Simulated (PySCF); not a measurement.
CuO, 2 atoms in the cell. The typed cell holds 2 atoms: a = 2.993 Å, b = 2.993 Å, c = 2.993 Å, α = 60.00°, β = 60.00°, γ = 60.00°. The cell comes from a database or a generator and needn't be the stable form of this composition.

| Property | Result |
| --- | --- |
| Program | PySCF 2.14.0 |
| Task | atomic charges |
| Functional | PBE0 form with 75 % exact exchange |
| Potentials or basis | pob-dzvp-rev2 (all-electron) |
| k mesh | 2 × 2 × 2 |
| Occupations | fermi-dirac, width 0.05 eV |
| Spin | no spin polarisation |
| Symmetry | no |
| Exponents discarded below (exp_to_discard) | 0.1 1/bohr^2 |
| conv_tol | 1e-07 Ha |
| max_cycle | 60 |
| exxdiv | ewald |
| Relativity | none |
| Coulomb method | Gaussian density fitting (GDF) |
| Grid for exchange and correlation | Becke, atom-centred |
| Share of exact exchange | 0.75 |
| Three-centre integrals | read from an earlier run's file |

Potentials or basis: pob-dzvp-rev2 (all-electron).

The run is started by

```console
$ OMP_NUM_THREADS=4 python -u run.py > log
```

Hardware: 4 threads of Arm Neoverse V1, with other jobs on the host.

Question: Estimate the wall time of this run.

Answer: Run time: 26 s on 4 threads of Arm Neoverse V1 (shared host), peak memory 0.97 GiB. Counts: scf iterations 13, basis 45, k points 8.
